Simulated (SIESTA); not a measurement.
Write the native input for SIESTA 5.4.2 that does the following.

```
Task                   : relaxation of cell and atoms
Functional             : PBEsol
Potentials or basis    : PseudoDojo 0.4 standard (PBEsol files)
Basis                  : DZP (energy shift 0.003 Ry; two zetas on semicore shells)
Grid cutoff            : 800 Ry
Energy shift           : 0.003 Ry
k mesh                 : 7 × 7 × 7
Occupations            : fermi-dirac, width 0.05 eV
Spin                   : no spin polarisation
optimiser              : Broyden
force tolerance        : 0.01 eV/Å
stress tolerance (GPa) : 0.05
```

Crystal: HfO2.

```xyz
3
Lattice="0.0000 2.5575 2.5575 2.5575 0.0000 2.5575 2.5575 2.5575 0.0000" Properties=species:S:1:pos:R:3 pbc="T T T"
Hf    0.0000    0.0000    0.0000
O     3.8363    3.8363    3.8363
O     1.2788    1.2788    1.2788
```

Measurements of this composition are mostly on another form, of space group No. 14.

These files were run (other wordings do the same):

HfO2.fdf

```
SystemName                      HfO2
SystemLabel                     HfO2
NumberOfSpecies                 2
NumberOfAtoms                   3
%block ChemicalSpeciesLabel
  1  72 Hf
  2   8 O
%endblock ChemicalSpeciesLabel

LatticeConstant                 1.0 Ang
%block LatticeVectors
     0.0000000000     2.5575000000     2.5575000000
     2.5575000000     0.0000000000     2.5575000000
     2.5575000000     2.5575000000     0.0000000000
%endblock LatticeVectors
AtomicCoordinatesFormat         Fractional
%block AtomicCoordinatesAndAtomicSpecies
     0.0000000000     0.0000000000     0.0000000000  1  Hf
     0.7500000000     0.7500000000     0.7500000000  2  O
     0.2500000000     0.2500000000     0.2500000000  2  O
%endblock AtomicCoordinatesAndAtomicSpecies

%block kgrid.MonkhorstPack
    7   0   0  0.0
    0   7   0  0.0
    0   0   7  0.0
%endblock kgrid.MonkhorstPack
XC.Functional                   GGA
XC.Authors                      PBEsol
PAO.BasisSize                   DZP
PAO.EnergyShift                 0.003 Ry
Mesh.Cutoff                     800 Ry
OccupationFunction              FD
ElectronicTemperature           0.05 eV
MaxSCFIterations                120
SCF.MustConverge                false
SCF.Mixer.Method                Pulay
SCF.Mixer.Weight                0.25
SCF.Mixer.History               8
SCF.DM.Tolerance                5.0e-05
SCF.H.Tolerance                 1.0e-03 eV
WriteForces                     true
Charge.Mulliken                 end
MD.TypeOfRun                    Broyden
MD.Steps                        40
MD.MaxForceTol                  0.01 eV/Ang
MD.MaxDispl                     0.1 Ang
WriteCoorStep                   true
AtomCoorFormatOut               Fractional
MD.VariableCell                 true
MD.MaxStressTol                 0.05 GPa
%block PAO.Basis
  Hf 5
  n=5 0 2
    3.241 0.000
  n=6 0 2
    8.114 0.000
  n=5 1 2
    3.929 0.000
  n=6 1 1
    8.114
  n=5 2 2
    7.842 0.000
%endblock PAO.Basis
```

Potentials or basis: PseudoDojo 0.4 standard (PBEsol files), DZP (energy shift 0.003 Ry; two zetas on semicore shells).

Command:

```console
$ siesta HfO2.fdf > HfO2.out 2>&1
```

It gave:

| Property | Result |
| --- | --- |
| Relaxed volume | 10.79 Å³/atom |
| Relaxed cell | a = 3.578 Å, b = 3.578 Å, c = 3.578 Å, α = 60.00°, β = 60.00°, γ = 60.00° |
| Space group after relaxing (to 0.05 Å) | Fm-3m (No. 225) |
| Energy gained by relaxing | 9.2 meV/atom |
| Ionic steps | 5 |
| Pressure after relaxing | 0.0 GPa |
| Band gap on the k mesh | 3.72 eV, indirect (least direct gap 3.95 eV) |

Caveat: short orbitals over semicore shells can move pressures by several GPa; spin-orbit coupling is left out, which moves the levels of the heavy elements; an odd mesh through Γ misses points on the zone boundary, where band edges often lie; the basis of atomic orbitals isn't converged, which shifts pressures, moduli and gaps.

Run time: 2.4 min on 1 thread of AMD EPYC 9R45 96-Core Processor (Zen 5) (shared host), peak memory 0.37 GiB.
